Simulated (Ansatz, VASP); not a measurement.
**Two plane-wave programs on MgS**

```
CELL_PARAMETERS angstrom
-0.14166 2.83312 2.83312
2.83312 -0.14166 2.83312
2.69146 2.69146 0.00000
ATOMIC_POSITIONS crystal
Mg 0.00000 0.00000 0.00000
S 0.75000 0.75000 0.75000
```

Change from the starting cell: strain -0.1000 x Voigt [0, 0, 0, 0, 0, 1], atoms carried along.

Alike in both runs: task single point; functional LDA; k mesh 8 × 8 × 8; occupations gaussian, width 0.05 eV; no spin polarisation.

|  | VASP | Ansatz |
| --- | --- | --- |
| version | VASP 6.6.1 | Ansatz 0.2.0 |
| potentials or method | VASP PAW LDA potentials, release 64 (Mg, S) | scalar-relativistic, plane waves, PAW |
| plane-wave cutoff (eV) | 520 | 420 |
| valence electrons in the cell | 8 | 16 |

```tsv
	VASP	Ansatz	Ansatz less VASP
gap on the k mesh at the Fermi level (eV)	2.93	2.92	-0.008
least direct gap on the mesh (eV)	2.93	2.92	-0.008
pressure (GPa)	-1.8	-1.5	+0.33
largest component of the traceless stress (GPa)	5.02	5.00	-0.024
rms of the force components (eV/Å)	0.327	0.324	-0.0034
```

Atom by atom the forces differ by 0.003 eV/Å (rms over components). The two sets of potentials don't hold the same shells in valence.

A k mesh can miss the band edges.
